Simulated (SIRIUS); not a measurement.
A run of SIRIUS 7.10.0:

The input sirius.json:

```json
{
  "control": {
    "processing_unit": "cpu",
    "verbosity": 2,
    "num_bands_to_print": 17,
    "print_forces": true,
    "print_stress": true
  },
  "parameters": {
    "electronic_structure_method": "pseudopotential",
    "xc_functionals": ["XC_GGA_X_PBE", "XC_GGA_C_PBE"],
    "gk_cutoff": 9.6,
    "pw_cutoff": 19.2,
    "ngridk": [13, 13, 13],
    "shiftk": [0, 0, 0],
    "smearing": "fermi_dirac",
    "smearing_width": 0.0018374661,
    "num_bands": 17,
    "num_mag_dims": 0,
    "num_dft_iter": 100,
    "energy_tol": 1e-08,
    "density_tol": 1e-06
  },
  "iterative_solver": {
    "type": "davidson",
    "min_tolerance": 1e-09,
    "tolerance_scale": [0.1, 0.25]
  },
  "mixer": {
    "type": "anderson",
    "beta": 0.7,
    "max_history": 8
  },
  "settings": {
    "tol_ne": 1e-10,
    "pseudo_grid_cutoff": 6.5
  },
  "unit_cell": {
    "lattice_vectors": [
      [0.0, 3.415679970261, 3.415679970261],
      [3.415679970261, 0.0, 3.415679970261],
      [3.415679970261, 3.415679970261, 0.0]
    ],
    "atom_coordinate_units": "lattice",
    "atom_types": ["Cu"],
    "atom_files": {
      "Cu": "Cu.json"
    },
    "atoms": {
      "Cu": [
        [0.0, 0.0, 0.0]
      ]
    }
  }
}
```

Potentials or basis: PseudoDojo 0.5 PBE standard (scalar relativistic).

Command:

```sh
$ upf_to_json Cu.upf
$ OMP_NUM_THREADS=1 sirius.scf --input=sirius.json --output=out.json --task=0
```

Hardware: 1 thread of Arm Neoverse V2 (shared host).

How long does it take, and how much memory?

Wall time 21 s on 1 thread of Arm Neoverse V2, on a shared host, peak memory 0.29 GiB. Counts: scf iterations 12, k points 84, plane waves 1243, bands 17.
